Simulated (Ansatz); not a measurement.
## PbF2 (Fm-3m), tetragonal deformation path

These are results of DFT PBE, scalar-relativistic, plane waves, PAW (Ansatz), not measurements. Settings: plane waves to 420 eV, k-mesh 8×8×8 (Γ-centred), Gaussian smearing 0.05 eV. Spin–orbit coupling is left out, which matters for the heavy elements here. No spin polarisation. Energies are free energies at this smearing, counted from the undisturbed cell; pressure is positive in compression.

The undisturbed cell (as given, not relaxed at this level; it stands at 2.2 GPa, and it needn't be the usual structure):

```
Pb F
1.0
     0.00000    2.96985    2.96985
     2.96985    0.00000    2.96985
     2.96985    2.96985    0.00000
Pb F
1 2
Direct
  0.00000 0.00000 0.00000
  0.25000 0.25000 0.25000
  0.75000 0.75000 0.75000
```

At fixed volume and fractional coordinates, lengths along (0.000, 0.000, 1.000) are scaled against those across it; ρ is that ratio over its starting value.

```
    ρ  ΔE (meV/atom) pressure (GPa) gap on the mesh (eV)
0.650          467.2             1.3                  1.65
0.707          275.5             0.8                  2.93
0.780          129.3             1.1                  3.50
0.850           52.4             1.6                  3.80
0.920           13.4             2.0                  4.13
0.960            3.2             2.2                  4.27
1.000            0.0             2.2                  4.42
1.050            4.6             2.1                  4.29
1.100           18.0             1.9                  4.09
1.200           69.2             1.1                  3.63
1.300          152.9             0.1                  3.18
1.414          288.1            -1.2                  2.72
1.500          417.6            -2.1                  2.41
```

Cost: 13 runs of about 0.52 core-minutes in all, on Arm Neoverse V2 (shared hosts).